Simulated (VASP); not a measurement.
# Cu (I4/mmm) in VASP: notebook, part 3 of 3

VASP 6.6.1. Earlier steps stand in the parts before.

### 11 Phonons, r2SCAN

Contents of POSCAR:

```
Cu
1.0
   -1.4427933200      1.4427933200      1.3760814500
    1.4427933200     -1.4427933200      1.3760814500
    1.4427933200      1.4427933200     -1.3760814500
Cu
1
Direct
    0.0000000000      0.0000000000      0.0000000000
```

Contents of INCAR.step1:

```
ALGO = Normal
EDIFF = 1E-8
EDIFFG = -0.002
ENCUT = 600
IBRION = 2
ISIF = 3
ISMEAR = 1
LASPH = T
LCHARG = F
LMIXTAU = T
LREAL = F
LWAVE = F
METAGGA = R2SCAN
NELM = 100
NSW = 40
PREC = Accurate
SIGMA = 0.1
```

Contents of INCAR.step2:

```
ALGO = Normal
EDIFF = 1E-8
ENCUT = 600
IBRION = 6
ISIF = 2
ISMEAR = 1
LASPH = T
LCHARG = F
LMIXTAU = T
LREAL = F
LWAVE = F
METAGGA = R2SCAN
NELM = 100
NFREE = 2
NSW = 1
POTIM = 0.015
PREC = Accurate
SIGMA = 0.1
```

Contents of KPOINTS:

```
k-points
0
Gamma
  10 10 10
```

Potentials or basis: VASP PAW PBE potentials, release 64 (Cu).

Launch:

```sh
$ cat potpaw_PBE.64/Cu/POTCAR > POTCAR
$ cp INCAR.step1 INCAR
$ mpirun -np 1 vasp_std > vasp.out
$ cp CONTCAR POSCAR
$ cp INCAR.step2 INCAR
$ mpirun -np 1 vasp_std > vasp.out
```

OUTCAR:

```text
EDIFF = 1E-8
   ENCUT = 600
   IBRION = 6
   ISIF = 2
   ISMEAR = 1
   LASPH = T
   LREAL = F
   METAGGA = R2SCAN
   NELM = 100
   NFREE = 2
   NSW = 1
   POTIM = 0.015
   PREC = Accurate

 ion  position               nearest neighbor table
   1  0.000  0.000  0.000-

  LATTYP: Found a body centered tetragonal cell.
 ALAT       =     2.9483245613
 C/A-ratio  =     0.9017537103

  Lattice vectors:

 A1 = (  -1.4741622806,   1.4741622806,   1.3293313062)
 A2 = (   1.4741622806,  -1.4741622806,   1.3293313062)
 A3 = (   1.4741622806,   1.4741622806,  -1.3293313062)

Analysis of symmetry for initial positions (statically):
=====================================================================
 Subroutine PRICEL returns:
 Original cell was already a primitive cell.

 Routine SETGRP: Setting up the symmetry group for a
[... 608 lines left out ...]
      5       5.5288      2.00000
      6      10.4315      0.00000
      7      13.9487      0.00000
      8      16.1454      0.00000
      9      25.8331      0.00000

 [... further k-points ...]
[... 5 lines left out ...]
  --------------------------------------------------------------------------------------
  -------------------------------------------------------------------------------------
  Total       -0.0041885     -0.0041885      0.0015704      0.0000000      0.0000000      0.0000000
  in kB       -0.5807496     -0.5807496      0.2177408      0.0000000      0.0000000      0.0000000
  external PRESSURE =      -0.3145861 kB  Pullay stress =       0.0000000 kB
[... 16 lines left out ...]
  FREE ENERGIE OF THE ION-ELECTRON SYSTEM (eV)
  ---------------------------------------------------
  free  energy   TOTEN  =       -10.7709304471 eV

  energy  without entropy=      -10.7701375607  energy(sigma->0) =      -10.77066615

 INTERNAL STRAIN TENSORS FROM DISPLACED ATOMS
 ============================================

 INTERNAL STRAIN TENSOR FOR ION    1 for displacements in x,y,z  (eV/Angst):
          X           Y           Z          XY          YZ          ZX
  --------------------------------------------------------------------------------
  x     0.00000     0.00000     0.00000     0.00000     0.00000     0.00000
  y     0.00000     0.00000     0.00000     0.00000     0.00000     0.00000
  z     0.00000     0.00000     0.00000     0.00000     0.00000     0.00000

 Eigenvectors and eigenvalues of the dynamical matrix
 ----------------------------------------------------

   1 f  =    0.000000 THz     0.000000 2PiTHz    0.000000 cm-1     0.000000 meV
             X         Y         Z           dx          dy          dz
      0.000000  0.000000  0.000000     0.000000    0.000000    1.000000

   2 f/i=    0.000000 THz     0.000000 2PiTHz    0.000000 cm-1     0.000000 meV
             X         Y         Z           dx          dy          dz
      0.000000  0.000000  0.000000     0.000000    1.000000    0.000000

   3 f/i=    0.000000 THz     0.000000 2PiTHz    0.000000 cm-1     0.000000 meV
             X         Y         Z           dx          dy          dz
      0.000000  0.000000  0.000000     1.000000    0.000000    0.000000

 ELASTIC MODULI CONTR FROM IONIC RELAXATION (kBar)
 Direction    XX          YY          ZZ          XY          YZ          ZX
 --------------------------------------------------------------------------------
 XX           0.0000      0.0000      0.0000      0.0000      0.0000      0.0000
 YY           0.0000      0.0000      0.0000      0.0000      0.0000      0.0000
 ZZ           0.0000      0.0000      0.0000      0.0000      0.0000      0.0000
 XY           0.0000      0.0000      0.0000      0.0000      0.0000      0.0000
 YZ           0.0000      0.0000      0.0000      0.0000      0.0000      0.0000
 ZX           0.0000      0.0000      0.0000      0.0000      0.0000      0.0000
 --------------------------------------------------------------------------------
```

OUTCAR.step1:

```text
EDIFF = 1E-8
   EDIFFG = -0.002
   ENCUT = 600
   IBRION = 2
   ISIF = 3
   ISMEAR = 1
   LASPH = T
   LREAL = F
   METAGGA = R2SCAN
   NELM = 100
[... 680 lines left out ...]
  -------------------------------------------------------------------------------------
  Total       -0.0018905     -0.0018905      0.0019974      0.0000000      0.0000000      0.0000000
  in kB       -0.2621242     -0.2621242      0.2769425      0.0000000      0.0000000      0.0000000
  external PRESSURE =      -0.0824353 kB  Pullay stress =       0.0000000 kB
[... 16 lines left out ...]
  FREE ENERGIE OF THE ION-ELECTRON SYSTEM (eV)
  ---------------------------------------------------
  free  energy   TOTEN  =       -10.7708978310 eV

  energy  without entropy=      -10.7701046561  energy(sigma->0) =      -10.77063344

 reached required accuracy - stopping structural energy minimisation
```

OSZICAR.step1:

```text
N       E                     dE             d eps       ncg     rms          rms(c)
DAV:   1     0.311076997023E+02    0.31108E+02   -0.63195E+03  1892   0.238E+03
DAV:   2    -0.127871232011E+02   -0.43895E+02   -0.42051E+02  1847   0.213E+02
DAV:   3    -0.133169576156E+02   -0.52983E+00   -0.52904E+00  2175   0.336E+01
DAV:   4    -0.133214288295E+02   -0.44712E-02   -0.44707E-02  2134   0.285E+00
[... 149 lines left out ...]
DAV:   5    -0.107708978678E+02   -0.17342E-06   -0.59584E-08  1209   0.469E-03    0.522E-05
DAV:   6    -0.107708977995E+02    0.68310E-07   -0.19380E-09   924   0.862E-04    0.988E-05
DAV:   7    -0.107708978445E+02   -0.44950E-07   -0.14968E-09   921   0.927E-04    0.103E-05
DAV:   8    -0.107708978298E+02    0.14709E-07   -0.28911E-10   920   0.241E-04    0.352E-06
DAV:   9    -0.107708978310E+02   -0.12303E-08   -0.19524E-11   918   0.106E-04
  10 F= -.10770898E+02 E0= -.10770633E+02  d E =-.950392E-04
```

Run time: 5.1 min. Hardware: 1 thread of Intel Xeon 6975P-C (Granite Rapids), shared host; peak memory 0.15 GiB.

Results:

```
Relaxed volume                         : 11.56 Å³/atom
Relaxed cell                           : a = 2.473 Å, b = 2.473 Å, c = 2.473 Å, α = 106.80°, β = 106.80°, γ = 114.95°
Space group after relaxing (to 0.05 Å) : I4/mmm (No. 139)
```

The path:
| step | energy change (eV) | largest force (eV/Å) | pressure (GPa) | volume (Å³) |
| --- | --- | --- | --- | --- |
| 1 | 0.0000 | 0.0000 | 1.00 | 11.46 |
| 2 | -0.0004 | 0.0000 | -0.57 | 11.58 |
| 3 | -0.0004 | 0.0000 | -0.30 | 11.56 |
| 4 | -0.0007 | 0.0000 | -0.33 | 11.56 |
| 5 | -0.0015 | 0.0000 | -0.41 | 11.58 |
| 6 | -0.0029 | 0.0000 | -0.67 | 11.60 |
| 7 | -0.0022 | 0.0000 | 1.67 | 11.44 |
| 8 | -0.0030 | 0.0000 | -0.08 | 11.56 |
| 9 | -0.0030 | 0.0000 | -0.02 | 11.56 |
| 10 | -0.0030 | 0.0000 | -0.01 | 11.56 |

Final structure:
```yaml
crystal:
  lattice:
    - [-1.47416, 1.47416, 1.32933]
    - [1.47416, -1.47416, 1.32933]
    - [1.47416, 1.47416, -1.32933]
  atoms:
    - { symbol: Cu, position: [0.00000, 0.00000, 0.00000] }
```

Caveat: the PAW data sets were made with another functional, which shifts forces and pressure a little.

### 12 The reference run

An earlier run on the cell as given: functional PBE; potentials or basis VASP PAW PBE potentials, release 64 (Cu); cutoff 520 eV; k mesh 13 × 13 × 13; occupations fermi-dirac, width 0.05 eV; no spin polarisation.

* Pressure: 7.9 GPa
* Band gap on the k mesh: none (metal or under the smearing width)

### 13 The runs side by side

```tsv
task	level	cell	k mesh	cutoff (eV)	smearing	grid for exact exchange (PRECFOCK)	exchange at q = 0	mesh quality	pressure (GPa)
band structure	B3LYP	as given	7 × 7 × 7	520	methfessel-paxton 0.2 eV	Fast	truncated	coarse	14.3
equation of state	SCAN+D3	as given	13 × 13 × 13	520	gaussian 0.01 eV	-	-	not flagged	-
phonons	r2SCAN	relaxed	10 × 10 × 10	600	methfessel-paxton 0.1 eV	-	-	not flagged	-
single point	PBE	as given	13 × 13 × 13	520	fermi-dirac 0.05 eV	-	-	not flagged	7.9
```

Alike in all rows: potentials or basis VASP PAW PBE potentials, release 64 (Cu); no spin polarisation.

Caveats: some runs use coarse meshes; the PAW data sets were made with another functional, which shifts forces and pressure a little (some runs); the fit is doubtful: noisy points or a state that changes with volume (some runs); the cell was scaled at fixed shape and fractional positions, which overstates the stiffness of a crystal with free parameters, most of all of layers and chains (some runs).

Absolute energies hang on the potentials; compare differences alone.
